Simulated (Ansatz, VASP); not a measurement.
Na in VASP and in Ansatz

File INCAR:

```
PREC     = Accurate       # precision mode
ENCUT    = 600            # plane-wave cutoff, eV
EDIFF    = 1E-7           # SCF threshold, eV
ISMEAR   = -1             # smearing method
SIGMA    = 0.08           # smearing width, eV
LREAL    = False          # projectors in reciprocal space
LASPH    = True           # aspherical terms in the spheres
NELM     = 80             # most SCF steps
ALGO     = Normal         # electronic algorithm
ISIF     = 3              # what is computed and relaxed
LWAVE    = False          # write WAVECAR
LCHARG   = False          # write CHGCAR
GGA      = PE             # functional
IBRION   = 2              # ionic algorithm
NSW      = 60             # ionic steps
EDIFFG   = -0.005         # ionic threshold
```

Contents of KPOINTS:

```
regular mesh
0
Gamma
  13 13 12
```

Contents of POSCAR:

```
Na
1.0
    3.6146556995      0.0000000000      0.0000000000
   -1.8073278498      3.1303836617      0.0000000000
    0.0000000000      0.0000000000      3.3977763575
Na
1
Direct
    0.0000000000      0.0000000000      0.0000000000
```

Input for Ansatz:

```yaml
crystal:
  lattice:
    - [3.6146556995, 0.0, 0.0]
    - [-1.8073278498, 3.1303836617, 0.0]
    - [0.0, 0.0, 3.3977763575]
  atoms:
    - { symbol: Na, position: [0.0, 0.0, 0.0] }
kpoints:
  mp_grid: { grid: [13, 13, 12] }
scf:
  occupations: { method: fermi_dirac, width: 0.08 }
hamiltonian:
  xc: pbe
  pseudopotentials: { kind: paw }
output:
  forces: true
  stress: true
relax:
  f_tol: 0.005
  max_steps: 40
  cell: {}
```

Alike in both runs: task relaxation of cell and atoms; functional PBE; k mesh 13 × 13 × 12; occupations fermi-dirac, width 0.08 eV; no spin polarisation.

|  | VASP | Ansatz |
| --- | --- | --- |
| version | VASP 6.6.1 | Ansatz 0.2.0 |
| potentials or method | VASP PAW PBE potentials, release 64 (Na_pv) | PAW with Ansatz's default frozen-core files, scalar-relativistic |
| plane-wave cutoff (eV) | 600 | 420 |
| valence electrons in the cell | 7 | 9 |

Ansatz gave:

* relaxed volume (Å³/atom): 38.45
* relaxed cell length with the largest relative difference (Å): 3.398

Q: Estimate VASP's values.

A: Relaxed volume (Å³/atom): 38.42; relaxed cell length with the largest relative difference (Å): 3.392.

The two sets of potentials don't hold the same shells in valence.
